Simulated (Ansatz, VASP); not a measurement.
# Te2Pt (Moncheite): VASP beside Ansatz

INCAR

```
SYSTEM = Te2Pt
PREC     = Accurate       ! precision mode
ENCUT    = 520            ! plane-wave cutoff, eV
EDIFF    = 1E-7           ! SCF threshold, eV
ISMEAR   = -1             ! smearing method
SIGMA    = 0.05           ! smearing width, eV
LREAL    = .False.        ! projectors in reciprocal space
LASPH    = .True.         ! aspherical terms in the spheres
NELM     = 100            ! most SCF steps
ALGO     = Normal         ! electronic algorithm
ISIF     = 2              ! what is computed and relaxed
LWAVE    = .False.        ! write WAVECAR
LCHARG   = .False.        ! write CHGCAR
GGA      = PE             ! functional
NBANDS   = 18             ! bands
```

The input KPOINTS:

```
regular mesh
0
Gamma
  8 8 5
  0 0 0
```

File POSCAR:

```
Te2Pt
1.0
    3.9281402959      0.0000000000      0.0000000000
   -1.9640701480      3.4018692859      0.0000000000
    0.0000000000      0.0000000000      5.0948273514
Pt Te
1 2
Direct
    0.0000000000      0.0000000000      0.0000000000
    0.6666666667      0.3333333333      0.7500000000
    0.3333333333      0.6666666667      0.2500000000
```

File input.yaml:

```yaml
crystal:
  lattice:
    - [3.9281402959, 0.0, 0.0]
    - [-1.964070148, 3.4018692859, 0.0]
    - [0.0, 0.0, 5.0948273514]
  atoms:
    - { symbol: Pt, position: [0.0, 0.0, 0.0] }
    - { symbol: Te, position: [0.6666666667, 0.3333333333, 0.75] }
    - { symbol: Te, position: [0.3333333333, 0.6666666667, 0.25] }
hamiltonian:
  xc: pbe
  pseudopotentials: { kind: paw }
kpoints:
  mp_grid: { grid: [8, 8, 5] }
scf:
  occupations: { method: fermi_dirac, width: 0.05 }
output:
  forces: true
  stress: true
  eigenvalues: true
  write_density: true
  write_potential: true
  elf: true
  volumetric_format: npy
```

Change from the starting cell: volume scaled by 0.94.

Alike in both runs: task single point; functional PBE; k mesh 8 × 8 × 5; occupations fermi-dirac, width 0.05 eV; no spin polarisation.

```csv
,VASP,Ansatz
version,VASP 6.6.1,Ansatz 0.2.0
potentials or method,"VASP PAW PBE potentials, release 64 (Pt, Te)",Ansatz PAW
plane-wave cutoff (eV),520,420
valence electrons in the cell,22,50
```

VASP gave:

| Property | Result |
| --- | --- |
| gap on the k mesh at the Fermi level (eV) | none |
| pressure (GPa) | 17.9 |
| largest component of the traceless stress (GPa) | 3.27 |
| rms of the force components (eV/Å) | 0.868 |

Task: What did Ansatz give for the same quantities?

Result: gap on the k mesh at the Fermi level (eV): none; pressure (GPa): 18.2; largest component of the traceless stress (GPa): 3.31; rms of the force components (eV/Å): 0.871.

Atom by atom the forces differ by 0.003 eV/Å (rms over components). A gap of «none» marks a metal or a gap that the smearing closes. With one functional, cell and mesh, what is left measures potentials, basis and numerics. The two sets of potentials don't hold the same shells in valence.

Caveats: forces of over 1 eV/Å show positions far from the minimum, so gaps and moduli don't describe the material at rest. The runs have no spin-orbit coupling, so splittings on Pt, Te are missing.
